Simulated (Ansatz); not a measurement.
Reaction (ligand exchange at a Ge–C bond): `F[C](F)(F)[GeH3]` + `C=CN[SiH2]Cl` → `C=C[N]([GeH3])[SiH2]Cl` + `FC(F)F`

Gas-phase electronic energies from Ansatz, PBE0-D4/def2-TZVP geometries. CBS: MP2 limit from def2 TZ/QZ plus the TZ coupled-cluster correction, frozen cores. This one scheme is used for every species. Functionals use def2-TZVPP. For Ge outer-core shells are correlated without core-valence functions, which leaves a few kJ/mol of doubt a bond. Scalar relativity is left out up to krypton. One conformer a species, not always the lowest.

Question: Is it downhill or uphill in electronic energy at CCSD(T)/CBS, and by how much? (Best estimate.)

Answer: Ansatz gave: Downhill: ΔE = -53.6 kJ/mol.

Question: What do these levels give: PBE-D4, ωB97X-V, HF/def2-TZVPP, SCS-MP2/def2-TZVPP, HF/CBS(def2), MP2/CBS(def2)? (Best estimate.)

Answer: Ansatz gave: PBE-D4 -36.9, ωB97X-V -43.5, HF/def2-TZVPP -50.2, SCS-MP2/def2-TZVPP -61.2, HF/CBS(def2) -50.3, MP2/CBS(def2) -61.4 kJ/mol.

Largest T1 diagnostic among the species: 0.012.

In def2-TZVPP, CCSD(T) changes the Hartree–Fock value by −6.6 kJ/mol (the triples alone add −1.6 kJ/mol) and MP2 by −14.4 kJ/mol. From PBE to PBE0 (25 % exact exchange), in def2-TZVPP and without D4, ΔE moves by −8.5 kJ/mol.
